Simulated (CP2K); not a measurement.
**FeO (Wuestite) under changes of volume**

One of the cells (10.013 Å³/atom); the others are scaled copies at fixed shape and fractional positions:

```xyz
2
Lattice="3.0482 0.0000 0.0000 1.5241 2.6398 0.0000 1.5241 0.8799 2.4888" Properties=species:S:1:pos:R:3 pbc="T T T"
Fe    0.0000    0.0000    0.0000
O     3.0482    1.7599    1.2444
```

- Program: CP2K 2026.2
- Functional: LDA
- Potentials or basis: GTH_POTENTIALS Fe GTH-PADE-q16, O GTH-PADE-q6; TZVP-MOLOPT-PBE-GTH basis
- Density cutoff: 8163 eV
- k mesh: 11 × 11 × 11
- Occupations: fermi-dirac, width 0.05 eV
- Spin: collinear spin, ferromagnetic start
- Starting moments: [3.0, 0.0] μB

| volume (Å³/atom) | energy over the lowest point (meV/atom) | pressure (GPa) |
| --- | --- | --- |
| 9.413 | 0.00 | -3.6 |
| 9.613 | 7.40 | -8.0 |
| 9.813 | 19.91 | -11.8 |
| 10.013 | ? | ? |
| 10.214 | 57.96 | -18.2 |
| 10.414 | 82.58 | -20.9 |
| 10.614 | 110.36 | -23.3 |

Question: What does the run at 10.013 Å³/atom give?

Answer: Energy over the lowest point 36.93 meV/atom; pressure -15.2 GPa.

Worked out: A Birch-Murnaghan fit of order 3 (a polynomial in V^(-2/3)) to the other rows has its minimum at 9.25 Å³/atom, just outside them, with B0 = V·E''(V) = 230 GPa and B' = 4.3. It gives 36.87 meV/atom at 10.013 Å³/atom, against the run's 36.93, and -dE/dV = -15.3 GPa, against -15.2.

Energies are extrapolated to zero smearing.

Caveats: the basis of atomic orbitals isn't converged, which shifts pressures, moduli and gaps; the total moment is fixed, so each spin has its own Fermi level; a cell with one magnetic atom can't hold antiferromagnetic order, which such compounds often take.
